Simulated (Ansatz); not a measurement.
# CdSe: a single-point run

Aim: a sound single-point run of CdSe. The structure is shown as the input types it. The cell is built on a prototype (CsCl type) and needn't be the phase found in nature.

Computed with Ansatz 0.2.0 (density functional or hybrid calculation with the settings of its input, plane waves (as first typed), unless a step's input says otherwise).

8 further runs of the same task are left out: 8 that didn't finish.

## 1. The structure to begin with

The structure is cubic, space group Pm-3m (No. 221). The conventional cell has a = 3.533 Å, b = 3.533 Å, c = 3.533 Å, α = 90.00°, β = 90.00°, γ = 90.00°. Cd (site symmetry m-3m) has 8 Se at 3.06 Å as nearest neighbours. Se (site symmetry m-3m) has 8 Cd at 3.06 Å as nearest neighbours.

The input asks for a charge of +2 e on the cell.

Structure file:

```xyz
2
Lattice="3.5331 0.0000 0.0000 0.0000 3.5331 0.0000 0.0000 0.0000 3.5331" Properties=species:S:1:pos:R:3 pbc="T T T"
Cd    0.0000    0.0000    0.0000
Se    1.7666    1.7666    1.7666
```

## 2. Running it

File input.yaml:

```yaml
crystal:
  lattice:
    - [3.5331017187, 0.0, 0.0]
    - [0.0, 3.5331017187, 0.0]
    - [0.0, 0.0, 3.5331017187]
  atoms:
    - { symbol: Cd, position: [0.0, 0.0, 0.0] }
    - { symbol: Se, position: [0.5, 0.5, 0.5] }
kpoints:
  mp_grid: { grid: [6, 6, 6] }
hamiltonian:
  xc: pbe
scf:
  occupations: { method: fermi_dirac, width: 0.02 }
  n_extra_bands: 4
  max_iter: 60
output:
  forces: true
  stress: true
  eigenvalues: true
total_charge: 2
```

Run with:

```console
$ ansatz run input.yaml --threads 4 --pin off --max-ram 3686MiB --backend cpu --events-out ev --progress --plain --runs-dir out
```

What happens when this is run?

The program finished normally. Convergence says nothing about whether the input makes sense.

Look at the input: total_charge is 2. The net charge is not the one intended, so the run treats another number of electrons.

To check: delete total_charge (the default then holds).
